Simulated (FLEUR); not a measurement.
# WC (Fm-3m) in FLEUR: further runs, part 2 of 2

FLEUR MaX-R8.1 (later development tree).

## Step 3: Single point, PBEsol

This run uses another cell than the first one, of 11.07 Å³/atom, 0.955 times its volume.

Contents of inp.xml:

```xml
<?xml version="1.0" encoding="UTF-8" standalone="no"?>
<fleurInput fleurInputVersion="0.39">
   <comment>
      WC                                                                                                  
   </comment>
   <calculationSetup>
      <cutoffs Kmax="5.33" Gmax="16.5" GmaxXC="16.5" numbands="0"/>
      <scfLoop itmax="60" minDistance="0.00001" maxIterBroyd="15" imix="Anderson" alpha="0.05" precondParam="0.0" spinf="2.0" sdNocoIR="T"/>
      <coreElectrons ctail="T" frcor="F" kcrel="0" coretail_lmax="0"/>
      <xcFunctional name="PBEs" relativisticCorrections="F"/>
      <magnetism jspins="1"/>
      <soc l_soc="F" theta="0.0" phi="0.0" spav="F"/>
      <expertModes spex="0" secvar="F"/>
      <geometryOptimization l_f="F" forcealpha="1.0" forcemix="BFGS" epsdisp="0.00001" epsforce="0.00001"/>
      <ldaU l_linMix="F" mixParam="0.05" spinf="1.0"/>
   </calculationSetup>
   <cell>
      <bzIntegration valenceElectrons="32.0" mode="hist" fermiSmearingEnergy="0.00183747">
         <kPointListSelection listName="default-1"/>
         <!-- k-points included here -->
         <xi:include xmlns:xi="http://www.w3.org/2001/XInclude" href="kpts.xml"> </xi:include>
      </bzIntegration>
      <!-- symmetry operations included here -->
      <xi:include xmlns:xi="http://www.w3.org/2001/XInclude" href="sym.xml"> </xi:include>
      <bulkLattice scale="1.0">
         <bravaisMatrix>
            <row-1>    0.0000000000000000     4.2115117266040478     4.2115117266040478</row-1>
            <row-2>    4.2115117266040478     0.0000000000000000     4.2115117266040478</row-2>
            <row-3>    4.2115117266040478     4.2115117266040478     0.0000000000000000</row-3>
         </bravaisMatrix>
      </bulkLattice>
   </cell>
   <atomSpecies>
      <species name="Tungsten (W)" element="W" atomicNumber="74">
         <mtSphere radius="2.18" gridPoints="797" logIncrement="0.017"/>
         <atomicCutoffs lmax="10" lnonsphr="10"/>
         <electronConfig flipSpins="F">
            <coreConfig>(1s1/2) (2s1/2) (2p1/2) (2p3/2) (3s1/2) (3p1/2) (3p3/2) (4s1/2) (3d3/2) (3d5/2) (4p1/2) (4p3/2) (4d3/2) (4d5/2)</coreConfig>
            <valenceConfig>(5s1/2) (5p1/2) (5p3/2) (6s1/2) (4f5/2) (4f7/2) (5d3/2) (5d5/2)</valenceConfig>
            <stateOccupation state="(5d3/2)" spinUp="0.800000" spinDown="0.800000"/>
            <stateOccupation state="(5d5/2)" spinUp="1.200000" spinDown="1.200000"/>
         </electronConfig>
         <energyParameters s="6" p="6" d="5" f="4"/>
         <lo type="SCLO" l="0" n="5" eDeriv="0"/>
         <lo type="SCLO" l="1" n="5" eDeriv="0"/>
         <lo type="SCLO" l="2" n="5" eDeriv="2"/>
         <lo type="SCLO" l="3" n="4" eDeriv="2"/>
      </species>
      <species name="Carbon (C)" element="C" atomicNumber="6">
         <mtSphere radius="1.35" gridPoints="493" logIncrement="0.021"/>
         <atomicCutoffs lmax="8" lnonsphr="8"/>
         <electronConfig flipSpins="F">
            <coreConfig>(1s1/2)</coreConfig>
            <valenceConfig>(2s1/2) (2p1/2) (2p3/2)</valenceConfig>
            <stateOccupation state="(2p1/2)" spinUp="0.333333" spinDown="0.333333"/>
            <stateOccupation state="(2p3/2)" spinUp="0.666667" spinDown="0.666667"/>
         </electronConfig>
         <energyParameters s="2" p="2" d="3" f="4"/>
         <lo type="SCLO" l="0" n="2" eDeriv="2"/>
         <lo type="SCLO" l="1" n="2" eDeriv="2"/>
         <lo type="SCLO" l="2" n="3" eDeriv="2"/>
      </species>
   </atomSpecies>
   <atomGroups>
      <atomGroup species="Tungsten (W)">
         <relPos label="                   1">.0000000000 .0000000000 .0000000000</relPos>
         <force calculate="T" relaxXYZ="TTT"/>
      </atomGroup>
      <atomGroup species="Carbon (C)">
         <relPos label="                   2">1.000/2.000 1.000/2.000 1.000/2.000</relPos>
         <force calculate="T" relaxXYZ="TTT"/>
      </atomGroup>
   </atomGroups>
   <output dos="F" band="F" slice="F">
      <checks vchk="F" cdinf="F"/>
      <bandDOS minEnergy="-.5*Htr" maxEnergy="0.5*Htr" sigma="0.015" storeEVData="T"/>
      <vacuumDOS vacdos="F" integ="F" star="F" nstars="0" locx1="0.0" locy1="0.0" locx2="0.0" locy2="0.0" nstm="0" tworkf="0.0"/>
      <unfoldingBand unfoldBand="F" supercellX="1" supercellY="1" supercellZ="1"/>
      <plotting iplot="0" polar="F">
         <plot TwoD="T" vec1="  1.0  0.0  0.0" vec2="  0.0  1.0  0.0" vec3="  0.0  0.0  1.0" zero="  0.0  0.0  0.0" file="plot"/>
      </plotting>
      <chargeDensitySlicing numkpt="0" minEigenval="0.0" maxEigenval="0.0" nnne="0" pallst="F"/>
      <specialOutput eonly="F"/>
      <moessbauerParams electricFieldGradient="T" isomerShift="T" coreHyperfine="T" valenceHyperfine="T"/>
      <magneticCircularDichroism mcd="F" energyLo="-10.0" energyUp="0.0"/>
   </output>
  <!-- We include the file relax.xml here to enable relaxations (see documentation) -->
  <xi:include xmlns:xi="http://www.w3.org/2001/XInclude" href="relax.xml"> <xi:fallback/> </xi:include>
</fleurInput>
```

Contents of crystal.txt:

```
WC
&input cartesian=F /
0.0000000000  2.2286360292  2.2286360292
2.2286360292  0.0000000000  2.2286360292
2.2286360292  2.2286360292  0.0000000000
1.8897261246
1.0 1.0 1.0

2
74 0.0000000000  0.0000000000  0.0000000000
6 0.5000000000  0.5000000000  0.5000000000

&kpt div1=10 div2=10 div3=10 gamma=T /
```

Potentials or basis: all-electron, FLAPW.

Command:

```sh
$ inpgen -f crystal.txt -profile fastHighL
$ # inp.xml edited to the form shown
$ fleur_MPI
```

The log of the run:

```text
Welcome to FLEUR        (www.flapw.de)
      MaX-Release 8.1          (www.max-centre.eu)

 ========== k-point set info ==========
 Selected k-point list: default-1
 k-point list type: mesh
 10 x 10 x 10
 Number of k points: 47

 ------------Calculation Setup---------------------------
 Number of MPI-tasks      :            1
 Number of PE/node        :            1
 Number of OMP-threads    :            1
 Most efficient MPI parallelization for:
           1          47
 Additional eigenvalue parallelization possible
 Number of basis functions:          448
 Approximate size of matrices (H+S) per k-point:         0.003 GB
 --------------------------------------------------------
 Iteration:     1   Distance:      25.04750732 me/bohr^3
 Iteration:     2   Distance:      21.09926091 me/bohr^3
 Iteration:     3   Distance:       8.19186659 me/bohr^3
 Iteration:     4   Distance:       7.40829175 me/bohr^3
 Iteration:     5   Distance:       3.16748277 me/bohr^3
 Iteration:     6   Distance:       1.07483164 me/bohr^3
 Iteration:     7   Distance:       0.34704726 me/bohr^3
 Iteration:     8   Distance:       0.23196303 me/bohr^3
 Iteration:     9   Distance:       0.12207772 me/bohr^3
 Iteration:    10   Distance:       0.00901916 me/bohr^3
 Iteration:    11   Distance:       0.01254205 me/bohr^3
 Iteration:    12   Distance:       0.00351223 me/bohr^3
 Iteration:    13   Distance:       0.00022174 me/bohr^3
 Iteration:    14   Distance:       0.00003598 me/bohr^3
 Iteration:    15   Distance:       0.00000739 me/bohr^3

 ********************************************************************
 Run finished successfully
 Stop message:
   all done
 ********************************************************************
```

out.xml (last iteration):

```text
<iteration numberForCurrentRun="   15" overallNumber="   15">
         <energyParameters units="Htr">
            <atomicEP atomType="1" spin="1" branch="6s" branchLowest="-2.03" branchHighest="3.37" value="0.2823391422"/>
            <atomicEP atomType="1" spin="1" branch="6p" branchLowest="-0.59" branchHighest="4.57" value="0.4095419187"/>
            <atomicEP atomType="1" spin="1" branch="5d" branchLowest="-7.93" branchHighest="1.34" value="0.4580535117"/>
            <atomicEP atomType="1" spin="1" branch="4f" branchLowest="-9.99" branchHighest="-0.40" value="-0.3790728032"/>
            <loAtomicEP atomType="1" spin="1" branch="5s" branchLowest="-20.08" branchHighest="-2.03" value="-2.0943785737"/>
            <loAtomicEP atomType="1" spin="1" branch="5p" branchLowest="-14.71" branchHighest="-0.59" value="-0.8071484235"/>
            <loAtomicEP atomType="1" spin="1" branch="5d" branchLowest="-7.93" branchHighest="1.34" value="0.4553674966"/>
            <loAtomicEP atomType="1" spin="1" branch="4f" branchLowest="-9.99" branchHighest="-0.40" value="-0.4065116676"/>
            <atomicEP atomType="2" spin="1" branch="2s" branchLowest="-9.08" branchHighest="2.98" value="-0.0224652686"/>
            <atomicEP atomType="2" spin="1" branch="2p" branchLowest="-9.99" branchHighest="2.53" value="0.1772137933"/>
            <atomicEP atomType="2" spin="1" branch="3d" branchLowest="-9.99" branchHighest="7.15" value="0.3828967436"/>
            <atomicEP atomType="2" spin="1" branch="4f" branchLowest="-9.99" branchHighest="11.84" value="0.5427403655"/>
            <loAtomicEP atomType="2" spin="1" branch="2s" branchLowest="-9.08" branchHighest="2.98" value="-0.0224652686"/>
            <loAtomicEP atomType="2" spin="1" branch="2p" branchLowest="-9.99" branchHighest="2.53" value="0.1771992836"/>
            <loAtomicEP atomType="2" spin="1" branch="3d" branchLowest="-9.99" branchHighest="7.15" value="0.3828975846"/>
         </energyParameters>
         <eigenvalues>
            <eigenvaluesAt spin="1" ikpt="1" k_x="0.00000000" k_y="0.00000000" k_z="0.00000000">
                      -2.0948455592       -0.7720316038       -0.7720316038       -0.7720316038       -0.4142553816
                      -0.4142553816       -0.4142553816       -0.4136475898       -0.4132768320       -0.4132768320
                      -0.4132768320        0.1097405390        0.5788908565        0.5788908565        0.5788908565
                       0.6396868288        0.6396868288        0.6396868288        0.6397780858        0.6397780858
[... 74 lines left out ...]
            <isomerShift atomType="2" nucleusRadius="0.0000541" averageDensity="127.77458"/>
            <electricFieldGradient atomType="1" VXX="0.00000" VYY="0.00000" VZZ="0.00000" asymParam="0.00000">
            </electricFieldGradient>
            <electricFieldGradient atomType="2" VXX="0.00000" VYY="0.00000" VZZ="0.00000" asymParam="0.00000">
            </electricFieldGradient>
         </moessbauerParams>
         <totalEnergy                                    value="   -16199.3325818281" units="Htr">
            <sumOfEigenvalues                            value="    -9894.7631677471">
               <coreElectrons value="-9884.5426792682"/>
               <valenceElectrons value="-10.2204884789"/>
            </sumOfEigenvalues>
            <densityCoulombPotentialIntegral value="-27712.3208788309"/>
            <densityEffectivePotentialIntegral value="-28141.3528681723"/>
            <chargeDenXCDenIntegral value="-325.8234626916"/>
            <FockExchangeEnergyValence value="0.0000000000"/>
            <FockExchangeEnergyCore value="0.0000000000"/>
            <atomTypeDependentContributions atomType="1">
               <electronNucleiInteractionDifferentMTs value="20148.7667302980"/>
               <MadelungTerm value="-68.6291769829"/>
            </atomTypeDependentContributions>
            <atomTypeDependentContributions atomType="2">
               <electronNucleiInteractionDifferentMTs value="41.1235170691"/>
               <MadelungTerm value="-5.4189557962"/>
            </atomTypeDependentContributions>
            <tkbTimesEntropy value="0.0002450218"/>
            <freeEnergy value="-16199.3328268499"/>
            <extrapolationTo0K value="-16199.3327043390"/>
         </totalEnergy>
         <densityConvergence units="me/bohr^3">
            <chargeDensity spin="1" distance="0.0000073907"/>
         </densityConvergence>
      </iteration>
```

It took 48 s on 1 thread of Arm Neoverse V2, shared host; peak memory 0.07 GiB.

What came out:

| Property | Result |
| --- | --- |
| Free energy | -440806.3025 eV |
| Band gap on the k mesh | none (metal or under the smearing width) |
| Valence electrons inside the program's atomic spheres | W 24.79; C 1.93 (radii W 2.18, C 1.35 bohr) |

Core levels (eV from the Fermi level):
| atom | levels |
| --- | --- |
| 1 W | 1s1/2 -69371.5, 2s1/2 -11962.8, 2p1/2 -11439.6, 2p3/2 -10087.4, 3s1/2 -2752.1, 3p1/2 -2519.2, 3p3/2 -2226.9, 4s1/2 -564.7, 3d3/2 -1834.8, 3d5/2 -1771.2, 4p1/2 -468.1, 4p3/2 -400.3, 4d3/2 -241.8, 4d5/2 -229.3 |
| 2 C | 1s1/2 -265.4 |
